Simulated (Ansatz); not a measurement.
# Band structure of TaN

```
CELL_PARAMETERS angstrom
5.18500 0.00000 0.00000
-2.59250 4.49034 0.00000
0.00000 0.00000 2.90800
ATOMIC_POSITIONS crystal
Ta 0.00000 0.00000 0.00000
Ta 0.33333 0.66667 0.50000
Ta 0.66667 0.33333 0.50000
N 0.50000 0.00000 0.00000
N 0.50000 0.50000 0.00000
N 0.00000 0.50000 0.00000
```

Atoms are numbered in the order listed.

The geometry is COD entry 1539256, unchecked; take it as a test cell.

No spin–orbit coupling, which matters for the heavy atoms here.

Method: DFT, PBE, all-electron LAPW, scalar-relativistic (Ansatz 0.2.0).

Sampling and basis: a Γ-centred 5×5×8 k mesh, Fermi–Dirac smearing of 0.03 eV, basis error target 0.5 meV/atom, no spin polarisation.

Points in fractions of the reciprocal vectors of this cell: Γ (0, 0, 0), M (0.5, 0, 0), K (0.333, 0.333, 0), A (0, 0, 0.5), L (0.5, 0, 0.5), H (0.333, 0.333, 0.5). The path joins them by straight lines in the order Γ–M–K–Γ–A–L–H–A–L; legs that retrace an earlier one aren't tabulated. Energies are in eV from the Fermi level.

Problem. Is there a gap?

Solution. none: bands cross the Fermi level, a metal.

Problem. List the levels between -5 and 5 eV at the symmetry points.

Solution. 
Γ: -3.21, -3.04 (×2), -2.53, -2.09, -1.25 (×2), 0.81 (×2), 1.25, 2.17 (×2), 3.10, 3.26 (×2), 3.66 (×2)
M: -4.65, -3.46, -2.94, -1.72, -0.70, 1.35, 1.84, 1.86, 2.25, 2.40, 2.61, 3.01, 3.73, 3.85, 4.26, 4.68
K: -3.13, -2.99, -1.15 (×2), 1.99, 2.04 (×2), 2.04, 2.45, 2.63 (×2), 3.28 (×2), 4.08, 4.85 (×2)
A: -3.77 (×2), -3.13 (×2), -1.97, 0.89 (×2), 1.42, 1.78, 2.53 (×2), 3.67 (×2), 4.17 (×2), 4.44, 4.94
L: -4.77, -4.51, -3.42, -3.15, -2.17, -1.25, 1.05, 1.38, 3.08, 3.44, 3.49, 3.68, 4.01, 4.51
H: -3.71 (×2), -2.48 (×2), -1.84, 2.55 (×2), 2.70 (×3), 3.80 (×2), 4.12
